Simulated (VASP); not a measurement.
# Mg (I4/mmm) in VASP: a series of runs

One crystal, Mg, is run at these levels: LDA; tasks: single point.

Program: VASP 6.6.1. These are calculated values, not measurements. Logs are shortened: lines on timing, memory, paths and dates and some standing lists are left out, and cuts for length are marked.

**1. The cell of the first run**

The structure is tetragonal, space group I4/mmm (No. 139). Conventional cell: a = 3.174 Å, b = 3.174 Å, c = 4.713 Å, α = 90.00°, β = 90.00°, γ = 90.00°. Mg (site symmetry 4/mmm) is surrounded by 12 Mg at 3.17 to 3.25 Å.

This isn't the form of Mg at room conditions, which is hcp.

**2. Single point, LDA (strain +0.000 along x and y, +0.050 along z, atoms carried along)**

File INCAR:

```
PREC = Accurate ; ENCUT = 520
EDIFF = 1E-6 ; ISMEAR = 0
SIGMA = 0.15 ; LREAL = F
LASPH = T ; NELM = 100
ALGO = Fast ; ISIF = 2
LWAVE = F ; LCHARG = F
NBANDS = 7
```

File KPOINTS:

```
regular mesh
0
Gamma
  18 18 18
```

File POSCAR:

```
Mg
1.0
    0.0000000000      2.2442560000      2.3564688000
    2.2442560000      0.0000000000      2.3564688000
    2.2442560000      2.2442560000      0.0000000000
Mg
1
Direct
    0.0000000000      0.0000000000      0.0000000000
```

Potentials or basis: VASP PAW LDA potentials, release 64 (Mg).

On the command line:

```console
> cat potpaw_LDA.64/Mg/POTCAR > POTCAR
> mpirun -np 1 vasp_std > vasp.out
```

OUTCAR:

```text
PREC = Accurate
   ENCUT = 520
   EDIFF = 1E-6
   ISMEAR = 0
   LREAL = F
   LASPH = T
   NELM = 100
   ISIF = 2

 ion  position               nearest neighbor table
   1  0.000  0.000  0.000-

  LATTYP: Found a body centered tetragonal cell.
 ALAT       =     3.1738572726
 C/A-ratio  =     1.4849242405

  Lattice vectors:

 A1 = (  -2.2442560000,   0.0000000000,   2.3564688000)
 A2 = (   2.2442560000,   0.0000000000,   2.3564688000)
 A3 = (   0.0000000000,   2.2442560000,  -2.3564688000)

Analysis of symmetry for initial positions (statically):
=====================================================================
 Subroutine PRICEL returns:
 Original cell was already a primitive cell.

 Routine SETGRP: Setting up the symmetry group for a
 body centered tetragonal supercell.

 Subroutine GETGRP returns: Found 16 space group operations
 (whereof 16 operations were pure point group operations)
 out of a pool of 16 trial point group operations.

The static configuration has the point symmetry D_4h.

Analysis of symmetry for dynamics (positions and initial velocities):
=====================================================================
 Subroutine PRICEL returns:
 Original cell was already a primitive cell.

 Routine SETGRP: Setting up the symmetry group for a
 body centered tetragonal supercell.

 Subroutine GETGRP returns: Found 16 space group operations
 (whereof 16 operations were pure point group operations)
 out of a pool of 16 trial point group operations.

The dynamic configuration has the point symmetry D_4h.

 Subroutine INISYM returns: Found 16 space group operations
 (whereof 16 operations are pure point group operations),
 and found     1 'primitive' translations

----------------------------------------------------------------------------------------

                                     Primitive cell

  volume of cell :      23.7376

  direct lattice vectors                    reciprocal lattice vectors
     0.000000000  2.244256000  2.356468800    -0.222790983  0.222790983  0.212181888
     2.244256000  0.000000000  2.356468800     0.222790983 -0.222790983  0.212181888
     2.244256000  2.244256000  0.000000000     0.222790983  0.222790983 -0.212181888

  length of vectors
     3.254171200  3.254171200  3.173857273     0.379858918  0.379858918  0.379858918

  position of ions in fractional coordinates (direct lattice)
     0.000000000  0.000000000  0.000000000

  ion indices of the primitive-cell ions
   primitive index   ion index
                 1           1

----------------------------------------------------------------------------------------

 KPOINTS: regular mesh

Automatic generation of k-mesh.
 Grid dimensions read from file:
 generate k-points for:   18   18   18

 Generating k-lattice:

  Cartesian coordinates                     Fractional coordinates (reciprocal lattice)
    -0.012377277  0.012377277  0.011787883     0.055555556  0.000000000  0.000000000
     0.012377277 -0.012377277  0.011787883     0.000000000  0.055555556  0.000000000
     0.012377277  0.012377277 -0.011787883    -0.000000000 -0.000000000  0.055555556

  Length of vectors
     0.021103273  0.021103273  0.021103273

  Shift w.r.t. Gamma in fractional coordinates (k-lattice)
     0.000000000  0.000000000  0.000000000

 Subroutine IBZKPT returns following result:
 ===========================================

 Found    480 irreducible k-points:

 Following reciprocal coordinates:
            Coordinates               Weight
  0.000000  0.000000  0.000000      1.000000
  0.055556 -0.000000  0.000000      8.000000
  0.111111 -0.000000  0.000000      8.000000
  0.166667  0.000000  0.000000      8.000000
  0.222222 -0.000000  0.000000      8.000000
  0.277778  0.000000  0.000000      8.000000
[... 16 lines left out ...]
 -0.277778  0.055556  0.000000      8.000000
 -0.222222  0.055556  0.000000      8.000000
 [... further k-points ...]
   k-points           NKPTS =    480   k-points in BZ     NKDIM =    480   number of bands    NBANDS=      7
   number of dos      NEDOS =    301   number of ions     NIONS =      1
   total plane-waves  NPLWV =  13824
   dimension x,y,z NGX =    24 NGY =   24 NGZ =   24
   dimension x,y,z NGXF=    48 NGYF=   48 NGZF=   48
   ions per type =               1
   NGX,Y,Z   is equivalent  to a cutoff of  12.26, 12.26, 12.57 a.u.
   NGXF,Y,Z  is equivalent  to a cutoff of  24.52, 24.52, 25.14 a.u.
 SYSTEM =  unknown system
   PREC   = accura    normal or accurate (medium, high low for compatibility)
   ISTART =      0    job   : 0-new  1-cont  2-samecut
   ICHARG =      2    charge: 1-file 2-atom 10-const
   ISPIN  =      1    spin polarized calculation?
   LNONCOLLINEAR =      F non collinear calculations
   LSORBIT =      F    spin-orbit coupling
   LASPH  =      T    aspherical Exc in radial PAW
   ENCUT  =  520.0 eV  38.22 Ry    6.18 a.u.   6.05  6.05  5.90*2*pi/ulx,y,z
   NELM   =    100;   NELMIN=  2; NELMDL= -5     # of ELM steps
   EDIFF  = 0.1E-05   stopping-criterion for ELM
   LREAL  =      F    real-space projection
   EDIFFG = 0.1E-04   stopping-criterion for IOM
   NSW    =      0    number of steps for IOM
   IBRION =     -1    ionic relax: 0-MD 1-quasi-New 2-CG
   NFREE  =      0    steps in history (QN), initial steepest desc. (CG)
   ISIF   =      2    stress and relaxation
   ISYM   =      2    0-nonsym 1-usesym 2-fastsym
   POTIM  = 0.5000    time-step for ionic-motion
   TEBEG  =    0.0;   TEEND  =   0.0 temperature during run
   PSTRESS=    0.0 pullay stress
   NELECT =       2.0000    total number of electrons
   NUPDOWN=      -1.0000    fix difference up-down
   EMIN   =  10.00;   EMAX   =-10.00  energy-range for DOS
   EFERMI =   0.00;   METHOD = LEGACY
   ISMEAR =     0;   SIGMA  =   0.15  broadening in eV -4-tet -1-fermi 0-gaus
   EFERMI_NEDOS =   21; number of points for ismear=-14 and -15
   IALGO  =     68    algorithm
   IMIX   =      4    mixing-type and parameters
     AMIX     =   0.40;   BMIX     =  1.00
     AMIX_MAG =   1.60;   BMIX_MAG =  1.00
  volume/ion in A,a.u.               =      23.74       160.19
  Fermi-wavevector in a.u.,A,eV,Ry     =   0.717694  1.356245  7.008153  0.515085
  Thomas-Fermi vector in A             =   1.806440
   LORBIT       =      0    0 simple, 1 ext, 2 COOP (PROOUT), +10 PAW based schemes
   GGA     = CA    functional components
   LHFCALC =     F    Hartree Fock is set to
   AEXX    =    0.0000 exact exchange contribution
   IVDW    =     0    specifies the selected vdW correction
   LEPSILON=     F    determine dielectric tensor
   LRPA    =     F    only Hartree local field effects (RPA)
 non-spin polarized calculation
 RMM-DIIS sequential band-by-band and
 Gauss-broadening in eV      SIGMA  =   0.15
  energy-cutoff  :      520.00
  volume of cell :       23.74
 maximum number of plane-waves:       652
   NGX = 13   NGY = 13   NGZ = 11

 number of electron       2.0000000 magnetization

 Free energy of the ion-electron system (eV)
  ---------------------------------------------------
  ext. energy  EPLUGINS =         0.00000000
  ---------------------------------------------------
  free energy    TOTEN  =        -1.77484622 eV

  energy without entropy =       -1.76974131  energy(sigma->0) =       -1.77229376

 E-fermi :   2.2658     XC(G=0):  -8.5727

 val. band max:        2.2483830494   @ k =  -0.4444   0.0000   0.3889
 cond. band min:       2.2693821396   @ k =  -0.2778   0.3333   0.2778
 fundamental gap:      0.0209990902
 Fermi energy:         2.2658239008

 k-point     1 :       0.0000    0.0000    0.0000
  band No.  band energies     occupation
      1      -4.4783      2.00000
      2      14.1711      0.00000
      3      14.5383      0.00000
      4      14.5383      0.00000
      5      15.9823      0.00000
      6      15.9823      0.00000
      7      16.0988      0.00000

 k-point     2 :       0.0556   -0.0000    0.0000
  band No.  band energies     occupation
      1      -4.4112      2.00000
      2      13.2196      0.00000
      3      14.1068      0.00000
      4      14.3553      0.00000
      5      16.2104      0.00000
      6      16.2778      0.00000
      7      16.3875      0.00000

 k-point     3 :       0.1111   -0.0000    0.0000
  band No.  band energies     occupation
      1      -4.2102      2.00000
      2      11.4588      0.00000
      3      13.7000      0.00000
      4      14.0252      0.00000
      5      16.0817      0.00000
      6      16.9428      0.00000
      7      17.0221      0.00000

 k-point     4 :       0.1667    0.0000    0.0000
  band No.  band energies     occupation
      1      -3.8761      2.00000
      2       9.6766      0.00000
      3      13.3213      0.00000
      4      13.7303      0.00000
      5      15.8467      0.00000
      6      16.7083      0.00000
      7      17.7592      0.00000

 k-point     5 :       0.2222   -0.0000    0.0000
  band No.  band energies     occupation
      1      -3.4103      2.00000
      2       7.9569      0.00000
      3      13.0194      0.00000
      4      13.5199      0.00000
      5      15.5831      0.00000
      6      15.9462      0.00000
      7      17.3954      0.00000

 k-point     6 :       0.2778    0.0000    0.0000
  band No.  band energies     occupation
      1      -2.8146      2.00000
      2       6.3240      0.00000
      3      12.8113      0.00000
      4      13.4078      0.00000
      5      15.0348      0.00000
      6      15.6148      0.00000
      7      16.5363      0.00000

 k-point     7 :       0.3333   -0.0000    0.0000
  band No.  band energies     occupation
      1      -2.0912      2.00000
      2       4.7893      0.00000
      3      12.7033      0.00000
      4      13.3982      0.00000
      5      14.4017      0.00000
      6      15.5683      0.00000
      7      15.7732      0.00000
[... 121 lines left out ...]
 k-point    20 :      -0.4444    0.0556    0.0000
  band No.  band energies     occupation
      1       0.1700      2.00000
      2       1.6355      2.00000
      3      11.3430      0.00000
      4      13.4583      0.00000
      5      14.1459      0.00000
      6      14.8519      0.00000
      7      16.4153      0.00000

 k-point    21 :      -0.3889    0.0556    0.0000
  band No.  band energies     occupation
      1      -0.8376      2.00000
      2       2.9048      0.00000
      3      11.2108      0.00000
      4      13.9243      0.00000
      5      14.6109      0.00000
      6      14.6361      0.00000
      7      16.3599      0.00000

 k-point    22 :      -0.3333    0.0556    0.0000
  band No.  band energies     occupation
      1      -1.7309      2.00000
      2       4.2916      0.00000
      3      11.1928      0.00000
      4      14.2571      0.00000
      5      14.7756      0.00000
      6      15.1810      0.00000
      7      16.2465      0.00000

 k-point    23 :      -0.2778    0.0556    0.0000
  band No.  band energies     occupation
      1      -2.5010      2.00000
      2       5.7855      0.00000
      3      11.2884      0.00000
      4      14.3015      0.00000
      5      15.4223      0.00000
      6      15.8508      0.00000
      7      16.2060      0.00000

 k-point    24 :      -0.2222    0.0556    0.0000
  band No.  band energies     occupation
      1      -3.1446      2.00000
      2       7.3791      0.00000
      3      11.4960      0.00000
      4      14.3755      0.00000
      5      16.2489      0.00000
      6      16.2509      0.00000
      7      16.6142      0.00000

 [... further k-points ...]

------------------------ aborting loop because EDIFF is reached ----------------------------------------

  FORCE on cell =-STRESS in cart. coord.  units (eV):
  Direction    XX          YY          ZZ          XY          YZ          ZX
  --------------------------------------------------------------------------------------
  -------------------------------------------------------------------------------------
  Total       -0.4026169     -0.4026169     -0.5698373      0.0000000      0.0000000      0.0000000
  in kB      -27.1747841    -27.1747841    -38.4613877      0.0000000      0.0000000      0.0000000
  external PRESSURE =     -30.9369853 kB  Pullay stress =       0.0000000 kB

 VOLUME and BASIS-vectors are now :
 -----------------------------------------------------------------------------
  energy-cutoff  :      520.00
  volume of cell :       23.74
      direct lattice vectors                 reciprocal lattice vectors
     0.000000000  2.244256000  2.356468800    -0.222790983  0.222790983  0.212181888
     2.244256000  0.000000000  2.356468800     0.222790983 -0.222790983  0.212181888
     2.244256000  2.244256000  0.000000000     0.222790983  0.222790983 -0.212181888

 POSITION                                       TOTAL-FORCE (eV/Angst)
 -----------------------------------------------------------------------------------
      0.00000      0.00000      0.00000         0.000000      0.000000      0.000000
 -----------------------------------------------------------------------------------
    total drift:                                0.000000     -0.000000     -0.000000

  FREE ENERGIE OF THE ION-ELECTRON SYSTEM (eV)
  ---------------------------------------------------
  free  energy   TOTEN  =        -1.7748462151 eV

  energy  without entropy=       -1.7697413054  energy(sigma->0) =       -1.77229376
```

Wall time 25 s (1 thread of Intel Xeon Platinum 8488C (Sapphire Rapids), shared host); peak memory 0.19 GiB.

What came out:

| Item | Value |
| --- | --- |
| Free energy | -1.7748 eV |
| Pressure | -3.1 GPa |
| Band gap on the k mesh | none (metal or under the smearing width) |

**3. Single point, LDA (strain +0.050 along x and y, +0.000 along z, atoms carried along)**

File INCAR:

```
SYSTEM = Mg
PREC = Accurate
ENCUT = 520
EDIFF = 1E-6
ISMEAR = 0
SIGMA = 0.15
LREAL = .FALSE.
LASPH = .TRUE.
NELM = 100
ALGO = Normal
ISIF = 2
LWAVE = .FALSE.
LCHARG = .FALSE.
GGA = CA
NBANDS = 7
```

File KPOINTS:

```
regular mesh
0
G
  18 18 18
  0 0 0
```

File POSCAR:

```
Mg
1.0
    0.0000000000      2.3564688000      2.2442560000
    2.3564688000      0.0000000000      2.2442560000
    2.3564688000      2.3564688000      0.0000000000
Mg
1
Direct
    0.0000000000      0.0000000000      0.0000000000
```

Potentials or basis: VASP PAW LDA potentials, release 64 (Mg).

On the command line:

```console
> cat potpaw_LDA.64/Mg/POTCAR > POTCAR
> mpirun -np 1 vasp_std > vasp.out
```

Run time: 24 s. Hardware: 1 thread of Intel Xeon Platinum 8488C (Sapphire Rapids), shared host; peak memory 0.2 GiB.

It converged, with:

```yaml
Free_energy: -1.7483 eV
Pressure: -4.3 GPa
Band_gap_on_the_k_mesh: none (metal or under the smearing width)
```

Stress tensor (GPa, compression positive):
```
-4.43  0.00  0.00
 0.00 -4.43  0.00
 0.00  0.00 -3.94
```

Levels at points of the mesh, in eV from the Fermi level:
```csv
k point,band 1,band 2,band 3,band 4,band 5,band 6
"(0.00, 0.00, 0.00)",-6.54,11.75,11.75,12.09,13.14,13.25
"(0.50, 0.00, 0.00)",-1.50,-1.30,10.43,10.69,11.19,11.39
"(0.50, 0.50, 0.00)",0.25,1.24,5.70,6.04,6.04,8.50
"(0.50, 0.00, 0.50)",-0.34,0.50,6.18,6.64,6.83,9.18
```

**4. Single point, LDA (strain +0.000 along x and y, -0.050 along z, atoms carried along)**

File INCAR:

```
SYSTEM = Mg
PREC     = Accurate       ! precision mode
ENCUT    = 520            ! plane-wave cutoff, eV
EDIFF    = 1E-7           ! SCF threshold, eV
ISMEAR   = 0              ! smearing method
SIGMA    = 0.15           ! smearing width, eV
LREAL    = .False.        ! projectors in reciprocal space
LASPH    = .True.         ! aspherical terms in the spheres
NELM     = 100            ! most SCF steps
ALGO     = Fast           ! electronic algorithm
ISIF     = 2              ! what is computed and relaxed
LWAVE    = .False.        ! write WAVECAR
LCHARG   = .True.         ! write CHGCAR
LELF     = .True.         ! ELF
LVHAR    = .True.       
NBANDS   = 7              ! bands
```

File KPOINTS:

```
regular mesh
0
Gamma
  18 18 18
  0 0 0
```

File POSCAR:

```
Mg
1.0
    0.0000000000      2.2442560000      2.1320432000
    2.2442560000      0.0000000000      2.1320432000
    2.2442560000      2.2442560000      0.0000000000
Mg
1
Direct
    0.0000000000      0.0000000000      0.0000000000
```

On the command line:

```console
> cat potpaw_LDA.64/Mg/POTCAR > POTCAR
> mpirun -np 1 vasp_std > vasp.out
```

It took 21 s on 1 thread of Intel Xeon Platinum 8488C (Sapphire Rapids), shared host; peak memory 0.19 GiB.

The run converged. Its results:

| Property | Result |
| --- | --- |
| Free energy | -1.7981 eV |
| Pressure | 0.2 GPa |
| Band gap on the k mesh | none (metal or under the smearing width) |

Stress tensor (GPa, compression positive):
```
0.07 0.00 0.00
0.00 0.07 0.00
0.00 0.00 0.50
```

Levels at points of the mesh, in eV from the Fermi level:
```tsv
k point	band 1	band 2	band 3	band 4
(0.00, 0.00, 0.00)	-7.18	12.64	12.64	13.02
(0.50, 0.00, 0.00)	-1.76	-1.29	11.14	12.04
(0.50, 0.50, 0.00)	0.27	1.38	5.90	6.73
(0.50, 0.00, 0.50)	-0.43	0.58	6.47	7.45
```

**5. Single point, LDA (strain -0.050 along x and y, +0.000 along z, atoms carried along)**

File INCAR:

```
SYSTEM = Mg
PREC     = Accurate       ! precision mode
ENCUT    = 520            ! plane-wave cutoff, eV
EDIFF    = 1E-6           ! SCF threshold, eV
ISMEAR   = 0              ! smearing method
SIGMA    = 0.15           ! smearing width, eV
LREAL    = .False.        ! projectors in reciprocal space
LASPH    = .True.         ! aspherical terms in the spheres
NELM     = 100            ! most SCF steps
ALGO     = Normal         ! electronic algorithm
ISIF     = 2              ! what is computed and relaxed
LWAVE    = .False.        ! write WAVECAR
LCHARG   = .False.        ! write CHGCAR
NBANDS   = 7              ! bands
```

KPOINTS is that of step 4.

File POSCAR:

```
Mg
1.0
    0.0000000000      2.1320432000      2.2442560000
    2.1320432000      0.0000000000      2.2442560000
    2.1320432000      2.1320432000      0.0000000000
Mg
1
Direct
    0.0000000000      0.0000000000      0.0000000000
```

On the command line:

```console
> cat potpaw_LDA.64/Mg/POTCAR > POTCAR
> mpirun -np 1 vasp_std > vasp.out
```

Wall time 18 s (1 thread of Intel Xeon Platinum 8488C (Sapphire Rapids), shared host); peak memory 0.18 GiB.

It converged, with:

```
Free energy            : -1.7877 eV
Pressure               : 2.6 GPa
Band gap on the k mesh : none (metal or under the smearing width)
```

Stress tensor (GPa, compression positive):
```
3.05 0.00 0.00
0.00 3.05 0.00
0.00 0.00 1.55
```

Levels at points of the mesh, in eV from the Fermi level:
```
           k point  band 1  band 2  band 3  band 4  band 5
(0.00, 0.00, 0.00)   -7.42   12.80   13.22   13.22   15.50
(0.50, 0.00, 0.00)   -1.85   -1.30   11.34   12.35   12.41
(0.50, 0.50, 0.00)   -0.69    0.34    6.73    8.09    8.09
(0.50, 0.00, 0.50)    0.01    1.13    6.18    7.18    7.37
```

**6. Overview**

```csv
cell,gap on the mesh (eV),pressure (GPa)
"strain +0.000 along x and y, +0.050 along z, atoms carried along",none,-3.1
"strain +0.050 along x and y, +0.000 along z, atoms carried along",none,-4.3
"strain +0.000 along x and y, -0.050 along z, atoms carried along",none,0.2
"strain -0.050 along x and y, +0.000 along z, atoms carried along",none,2.6
```

Alike in all rows: task single point; level LDA; potentials or basis VASP PAW LDA potentials, release 64 (Mg); no spin polarisation; k mesh 18 × 18 × 18; cutoff (eV) 520; smearing gaussian 0.15 eV.

Absolute energies hang on the potentials; compare differences alone.
